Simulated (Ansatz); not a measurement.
## Guessed and relaxed cells of Ge

The guess for Ge was made by a generator: 4-connected net of one element (Cmmm, No. 65). Its size is a rough estimate.

start.cif

```cif
data_structure
_symmetry_space_group_name_H-M 'P 1'
_symmetry_Int_Tables_number 1
_cell_length_a 7.5441
_cell_length_b 7.5441
_cell_length_c 3.8918
_cell_angle_alpha 90.000
_cell_angle_beta 90.000
_cell_angle_gamma 128.233
_cell_volume 173.99
loop_
_atom_site_label
_atom_site_type_symbol
_atom_site_fract_x
_atom_site_fract_y
_atom_site_fract_z
_atom_site_occupancy
Ge1 Ge 0.14822 0.48139 0.00000 1
Ge2 Ge 0.85178 0.51861 0.00000 1
Ge3 Ge 0.51861 0.85178 0.00000 1
Ge4 Ge 0.48139 0.14822 0.00000 1
Ge5 Ge 0.90473 0.72637 0.50000 1
Ge6 Ge 0.09527 0.27363 0.50000 1
Ge7 Ge 0.27363 0.09527 0.50000 1
Ge8 Ge 0.72637 0.90473 0.50000 1
```

Level of theory: Ansatz 0.2.0, DFT PBE, scalar-relativistic, plane waves, PAW. Cutoff 420 eV, Gaussian smearing, Γ-centred meshes. Cell and atoms relax first on a coarse mesh and then on a finer one. In between, the cell is made exact in the group found at 0.06 Å. In metals the finer mesh still leaves noise of several meV/atom or more. The steps can't lower the symmetry of their start. No spin polarisation.

end.cif

```cif
data_structure
_symmetry_space_group_name_H-M 'P 1'
_symmetry_Int_Tables_number 1
_cell_length_a 7.8474
_cell_length_b 7.8474
_cell_length_c 4.0688
_cell_angle_alpha 90.000
_cell_angle_beta 90.000
_cell_angle_gamma 128.473
_cell_volume 196.17
loop_
_atom_site_label
_atom_site_type_symbol
_atom_site_fract_x
_atom_site_fract_y
_atom_site_fract_z
_atom_site_occupancy
Ge1 Ge 0.14846 0.48387 0.00000 1
Ge2 Ge 0.85154 0.51613 0.00000 1
Ge3 Ge 0.51613 0.85154 0.00000 1
Ge4 Ge 0.48387 0.14846 0.00000 1
Ge5 Ge 0.90443 0.72663 0.50000 1
Ge6 Ge 0.09557 0.27337 0.50000 1
Ge7 Ge 0.27337 0.09557 0.50000 1
Ge8 Ge 0.72663 0.90443 0.50000 1
```

The symmetry stays Cmmm (No. 65). The volume per atom grows by 12.7 %, from 21.7 to 24.5 Å³. The shortest distance goes from 2.37 Å (Ge–Ge) to 2.49 Å (Ge–Ge).

```yaml
Volume_per_atom: 24.52 Å³
Density: 4.92 g/cm³
Energy_over_the_standard_state: +0.05 eV/atom
Gap_on_the_6×6×10_mesh_of_the_8-atom_cell: 0.02 eV
```

Energies count from the standard state of Ge at the same level. It lies above the standard state, so it could only be metastable.

The last run used Gaussian smearing of 0.10 eV. A gap this small is below the smearing, so the run can't tell it from none. A structure relaxed within its symmetry needn't be a true minimum. In all, the 4 runs took 11 min on 1 thread of Arm Neoverse V1, with other jobs on the host.
